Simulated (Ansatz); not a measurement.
The geometry is COD entry 9007534, unchecked; take it as a test cell.

MgF$_{2}$: DFT, LDA, all-electron LAPW, scalar-relativistic (Ansatz 0.2.0).

Command: `ansatz run input.yaml --threads 2 --pin off --max-ram 8192MiB --backend cpu --events-out ev --progress --plain --runs-dir out` The run took 29 s on 2 threads of Arm Neoverse V2, with other jobs on the host, peak memory 0.4 GiB.

```yaml
crystal:
  lattice:
    - [4.6213, 0.0, 0.0]
    - [0.0, 4.6213, 0.0]
    - [0.0, 0.0, 3.0159]
  atoms:
    - { symbol: Mg, position: [0.0, 0.0, 0.0] }
    - { symbol: Mg, position: [0.5, 0.5, 0.5] }
    - { symbol: F, position: [0.3028, 0.3028, 0.0] }
    - { symbol: F, position: [0.1972, 0.8028, 0.5] }
    - { symbol: F, position: [0.6972, 0.6972, 0.0] }
    - { symbol: F, position: [0.8028, 0.1972, 0.5] }
kpoints:
  mp_grid: { grid: [5, 5, 7] }
  band_path:
    path:
      - [0.0, 0.0, 0.0]
      - [0.0, 0.5, 0.0]
      - [0.5, 0.5, 0.0]
      - [0.0, 0.0, 0.0]
      - [0.0, 0.0, 0.5]
      - [0.0, 0.5, 0.5]
      - [0.5, 0.5, 0.5]
      - [0.0, 0.0, 0.5]
      - [0.0, 0.5, 0.0]
    npoints: 14
scf:
  occupations: { method: fermi_dirac, width: 0.02 }
hamiltonian:
  xc: lda
  pseudopotentials: { kind: all_electron, lapw: { basis_error: 0.001 } }
output:
  forces: true
  stress: true
  eigenvalues: true
  populations: true
  dos: { projected: true, de: 0.2, e_range: [-14, 8] }
```

Output:

```
Mg: projections on atomic orbitals take those of the free atom 1s2 2s2 2p6 3s2, of charge +0.00 (hamiltonian.pseudopotentials.projection_atoms)
F: projections on atomic orbitals take those of the free atom 1s2 2s2 2p5, of charge +0.00 (hamiltonian.pseudopotentials.projection_atoms)
LAPW: plane waves up to 9.828 Å⁻¹, error target 1.0e-3 eV per atom; small_component_spin mean_spin; F in spheres of 0.978 Å, 7 of its electrons in bands, Dirac shells []; Mg in spheres of 1.001 Å, 10 of its electrons in bands, Dirac shells []
Engine: ansatz 0.2.0
Pseudopotentials: kind: all_electron
Pseudopotential: Mg, LAPW, valence charge 10, Koelling and Harmon's equation, gaussian nucleus
Pseudopotential: F, LAPW, valence charge 7, Koelling and Harmon's equation, gaussian nucleus
Functional definition: SPW92
  exchange = slater_x
  correlation = pw_c
Crystal: 6 atoms, lattice volume = 64.409 Å³
Basis set: ecut = 368.0022670978061 eV, 1025 PW (Γ), exchange–correlation at level 2
Bands: 30, of which v1, the nominal top of the filled ones, is band 24 counted from 1 (23 counted from 0)
Symmetry: 16 space group operations
Space group: P42/mnm (ITA 136), of the structure as read, at distance tolerance 4.0e-5 Å
k-points: 24 of 175
Non-local potential: Mg, projectors of the file, none
Non-local potential: F, projectors of the file, none
Initial density: superposition of atomic densities (chi_scale 0.1, normalization cell, long waves kept (reshape's long-wave potential 0.01 eV rms))
Initial wavefunctions: plane waves of lowest kinetic energy (no species holds an atomic orbital)
Functional: x = slater, c = lda
iter 1 solved again at ethr=6.10e-3 eV; its pass at ethr=1.00e-1 eV (dr2=2.93e0 eV) is discarded
SCF iter   1: F=—  HF=-21688.312681 eV  |F-HF|=—  |Δ(HF+E_count)|=         —  Δρ=6.89e-2  dr2=2.92e0  ethr=6.10e-3  ⟨swp⟩=2.0  Hψ=4718  notcnv=0
preconditioner: auto → Resta (q_TF=auto, 2.598 Å⁻¹)  ε∞=2.6  [insulator: Δε(μ)=8.628 eV  Ē_g=20.821 eV  σ=0.020 eV  W_gap=1.00  n_scr=18 (ndim 8)  ℏωp=26.2 eV  f_vac=0.000  D(μ)=0.00/eV (n_scr^D=0)  ε∞_Penn≈2.6]
iter 2 solved again at ethr=3.20e-4 eV; its pass at ethr=6.09e-3 eV (dr2=1.54e-1 eV) is discarded
SCF iter   2: F=—  HF=-21686.029502 eV  |F-HF|=—  |Δ(HF+E_count)|=    2.28e0  Δρ=1.60e-2  dr2=1.53e-1  ethr=3.20e-4  ⟨swp⟩=2.2  Hψ=3870  notcnv=0
SCF iter   3: F=—  HF=-21685.863943 eV  |F-HF|=—  |Δ(HF+E_count)|=   1.66e-1  Δρ=1.69e-2  dr2=1.96e-1  ethr=3.20e-4  ⟨swp⟩=2.8  Hψ=2201  notcnv=0
SCF iter   4: F=—  HF=-21685.831245 eV  |F-HF|=—  |Δ(HF+E_count)|=   3.27e-2  Δρ=2.97e-3  dr2=6.05e-3  ethr=3.20e-4  ⟨swp⟩=2.0  Hψ=2160  notcnv=0
SCF iter   5: F=—  HF=-21685.830675 eV  |F-HF|=—  |Δ(HF+E_count)|=   5.70e-4  Δρ=5.43e-4  dr2=2.16e-4  ethr=1.26e-5  ⟨swp⟩=2.0  Hψ=2160  notcnv=0
SCF iter   6: F=—  HF=-21685.830653 eV  |F-HF|=—  |Δ(HF+E_count)|=   2.13e-5  Δρ=5.99e-5  dr2=2.81e-6  ethr=4.50e-7  ⟨swp⟩=2.0  Hψ=2016  notcnv=0
SCF iter   7: F=—  HF=-21685.830653 eV  |F-HF|=—  |Δ(HF+E_count)|=   3.16e-7  Δρ=1.62e-5  dr2=1.75e-7  ethr=5.85e-9  ⟨swp⟩=2.0  Hψ=2016  notcnv=0
SCF iter   8: F=-21685.830653 eV  HF=-21685.830653 eV  |F-HF|=6.91e-11  |Δ(HF+E_count)|=   7.56e-8  Δρ=1.80e-6  dr2=3.58e-9  ethr=3.64e-10  ⟨swp⟩=2.0  Hψ=2016  notcnv=0
SCF 1 converged in 8 iterations: F = -21685.830653 eV  dr2 = 3.58e-9
NSCF: frozen V_eff on 113 k-points
SCF converged after 8 iterations
Free energy (F): -21685.830653 eV
Harris-Foulkes:  -21685.830653 eV  (|F-HF|=6.91e-11)
Internal energy: -21685.830653 eV  (E = F + TS)
E sigma→0 (E₀):  -21685.830653 eV
Fermi energy:    5.434293 eV
--- Per-component energies (eV) ---
  E_band       = -831.749904
  E_kinetic    = 21656.677266
  E_xc         = -1927.548211
  E_electrostatic = -41414.959708  (all electrons and nuclei)
  E_smearing   = -0.000000  (= −TS)
  E_closure    = 0.000000  (closes the sum)
  E_atoms      = -21651.222390  (free atoms, spherical and without spin; not in F)
  Σ components = -21685.830653   (vs F -21685.830653, Δ=0.00e0)
  Basis errors (estimates in eV, not in F): energy 4.4e-4 per atom: plane waves 3.9e-4 (2.3e-4 summed), levels above the bands 6.5e-253, relativity 6.1e-9, radial functions 4.2e-5, core shells 7.6e-7; eigenvalues (radial functions only) 5.5e-6; not estimated: angular momenta, meshes, grids; target (lapw.basis_error) 1.0e-3; muffin-tin radii F 0.978 Å, Mg 1.001 Å
--- Forces (eV/Å), atoms counted from 1 ---
  atom   1  Mg     0.00000000    -0.00000000     0.00000000
  atom   2  Mg     0.00000000     0.00000000     0.00000000
  atom   3  F      0.02356027     0.02356027     0.00000000
  atom   4  F     -0.02356027     0.02356027     0.00000000
  atom   5  F     -0.02356027    -0.02356027     0.00000000
  atom   6  F      0.02356027    -0.02356027     0.00000000
  max |Σ_I F_I| component: 3.47e-18 eV/Å
--- Stress (GPa, compression-positive) ---
       -3.381392       0.000000       0.000000
        0.000000      -3.381392       0.000000
        0.000000       0.000000      -2.118689
  P = ⅓ Tr σ = -2.9605 GPa (-29.605 kbar)
--- Band table (eV; the first three rows and the last of 24) ---
  k-point 0: bands = ["-67.9002", "-67.8991", "-35.3504", "-35.3504", "-35.3270", "-35.3270", "-35.3261", "-35.3222", "-18.4500", "-17.5526", "-17.5526", "-17.4770", "-2.2450", "-0.6551", "-0.2054", "-0.2054", "0.0601", "0.0805", "0.7510", "0.7510", "1.2672", "1.6555", "1.6555", "1.9936", "8.8742", "13.9649", "13.9649", "15.4751", "16.0962", "17.5079"]
  k-point 1: bands = ["-67.8996", "-67.8986", "-35.3477", "-35.3477", "-35.3360", "-35.3325", "-35.3268", "-35.3268", "-18.3663", "-17.5391", "-17.5391", "-17.4838", "-2.1086", "-0.5088", "-0.1400", "-0.1400", "-0.1340", "-0.0130", "0.5588", "0.5588", "0.8660", "1.5848", "1.5848", "1.8914", "9.4900", "14.4284", "14.4284", "15.7420", "16.1328", "17.4402"]
  k-point 2: bands = ["-67.8982", "-67.8975", "-35.3580", "-35.3557", "-35.3411", "-35.3411", "-35.3267", "-35.3267", "-18.1480", "-17.5278", "-17.5085", "-17.5085", "-1.7476", "-0.5378", "-0.2984", "-0.1013", "-0.0895", "-0.0895", "0.1120", "0.2924", "0.2924", "1.3886", "1.3886", "1.5816", "10.9586", "15.5137", "15.5137", "15.6973", "16.2882", "17.4036"]
  k-point 23: bands = ["-67.8968", "-67.8968", "-35.3754", "-35.3749", "-35.3348", "-35.3345", "-35.3279", "-35.3277", "-17.7281", "-17.7004", "-17.5341", "-17.5270", "-1.8265", "-1.7670", "-1.0735", "-1.0634", "0.1201", "0.4320", "0.5149", "0.7484", "1.2586", "1.3197", "1.4305", "1.4692", "14.1931", "14.9552", "14.9972", "15.4409", "16.5569", "16.6206"]
--- Löwdin populations: 6 sites ---
  site symbol       q [e]
     0     Mg     10.3696
     1     Mg     10.3696
     2      F      9.7530
     3      F      9.7530
     4      F      9.7530
     5      F      9.7530
  spilling = 0.004143 (of n_electrons = 60.000000)
```

populations.tsv:

```
# site	symbol	l	j	q
# orbitals = lowdin
# n_electrons = 60.000000
# spilling = 0.004143
# projection_atom_Mg: 1s2 2s2 2p6 3s2
# projection_atom_F: 1s2 2s2 2p5
0	Mg	0_1S	-	1.999923
0	Mg	0_2S	-	1.994093
0	Mg	0_3S	-	0.376555
0	Mg	1_2P	-	5.999064
1	Mg	0_1S	-	1.999923
1	Mg	0_2S	-	1.994093
1	Mg	0_3S	-	0.376555
1	Mg	1_2P	-	5.999064
2	F	0_1S	-	1.999437
2	F	0_2S	-	1.916275
2	F	1_2P	-	5.837321
3	F	0_1S	-	1.999437
3	F	0_2S	-	1.916275
3	F	1_2P	-	5.837321
4	F	0_1S	-	1.999437
4	F	0_2S	-	1.916275
4	F	1_2P	-	5.837321
5	F	0_1S	-	1.999437
5	F	0_2S	-	1.916275
5	F	1_2P	-	5.837321
```
